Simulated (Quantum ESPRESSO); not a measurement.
Crystal: InAs.

```
In As
1.0
     0.00000    3.01800    3.01800
     3.01800    0.00000    3.01800
     3.01800    3.01800    0.00000
In As
1 1
Cartesian
  0.0000 0.0000 0.0000
  4.5270 4.5270 4.5270
```

Base run:

| Property | Result |
| --- | --- |
| Program | Quantum ESPRESSO 7.5 |
| Functional | PBE |
| Potentials or basis | SG15 PBE 1.2 |
| Cutoff | 952 eV |
| Density cutoff | 3810 eV |
| k mesh | 6 × 6 × 6 |
| Occupations | fermi-dirac, width 0.05 eV |
| Spin | no spin polarisation |

Its results: band gap on the k mesh none (metal or under the smearing width); pressure 4.5 GPa.

Problem. The run is repeated on the same cell with these changes: k mesh from 6 × 6 × 6 to 4 × 4 × 4. What comes out?

Solution. Band gap on the k mesh none (metal or under the smearing width); pressure 5.0 GPa.

Caveats: some runs use coarse meshes; this crystal is a semiconductor, whose small gap the functional closes, so the metal is an error of the method.
